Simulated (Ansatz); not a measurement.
# Density of states of Hf

```xyz
1
Lattice="-1.7675 1.7675 1.7675 1.7675 -1.7675 1.7675 1.7675 1.7675 -1.7675" Properties=species:S:1:pos:R:3 pbc="T T T"
Hf    0.0000    0.0000    0.0000
```

The conventional cell has a = 3.535 Å, b = 3.535 Å, c = 3.535 Å, α = 90.00°, β = 90.00°, γ = 90.00°. Around Hf (atom 1) lie 8 Hf at 3.06 Å.

The cell is the one relaxed in the Materials Project (mp-100), not relaxed further here; entries there can be hypothetical.

No spin–orbit coupling, which matters for the heavy atoms here.

Theory: DFT, LDA, all-electron LAPW, scalar-relativistic (Ansatz 0.2.0).

The runs use a Γ-centred 14×14×14 k mesh, Fermi–Dirac smearing of 0.05 eV, basis error target 0.5 meV/atom, no spin polarisation.

States per eV and cell, averaged over 0.6 eV, from -7.0 to 1.8 eV, with energies (bin centres) from the Fermi level; empty bins are left out. The partial columns, the largest 3 alone, are projections on Löwdin-orthogonalised atomic shells (those that the program's projection atoms carry: the occupied ones and, for some elements, an empty d or f shell; other empty shells have no column), summed over atoms of an element. Weights on diffuse s and p shells depend on that basis and aren't pure angular character.

| E (eV) | total | Hf 5d | Hf 6s | Hf 5p |
| --- | --- | --- | --- | --- |
| -6.8 | 0.03 | 0.00 | 0.03 | 0.00 |
| -6.2 | 0.08 | 0.00 | 0.07 | 0.00 |
| -5.6 | 0.11 | 0.01 | 0.10 | 0.00 |
| -5.0 | 0.16 | 0.02 | 0.13 | 0.00 |
| -4.4 | 0.21 | 0.05 | 0.15 | 0.01 |
| -3.8 | 0.33 | 0.12 | 0.19 | 0.01 |
| -3.2 | 0.64 | 0.39 | 0.22 | 0.01 |
| -2.6 | 0.71 | 0.52 | 0.17 | 0.01 |
| -2.0 | 1.01 | 0.87 | 0.11 | 0.01 |
| -1.4 | 0.45 | 0.42 | 0.02 | 0.01 |
| -0.8 | 1.26 | 1.21 | 0.01 | 0.02 |
| -0.2 | 1.92 | 1.77 | 0.06 | 0.02 |
| 0.4 | 1.78 | 1.48 | 0.15 | 0.02 |
| 1.0 | 0.88 | 0.78 | 0.03 | 0.00 |
| 1.6 | 0.25 | 0.24 | 0.01 | 0.00 |

Which of the resolved shells contributes most within 0.3 eV of the Fermi level?

Hf 5d, with 89 % of all states there; Hf 6s follows with 6 %.

Where is the centre of the filled Hf 5d states between -14 eV and the top of the filled states?

-1.31 eV from the Fermi level.
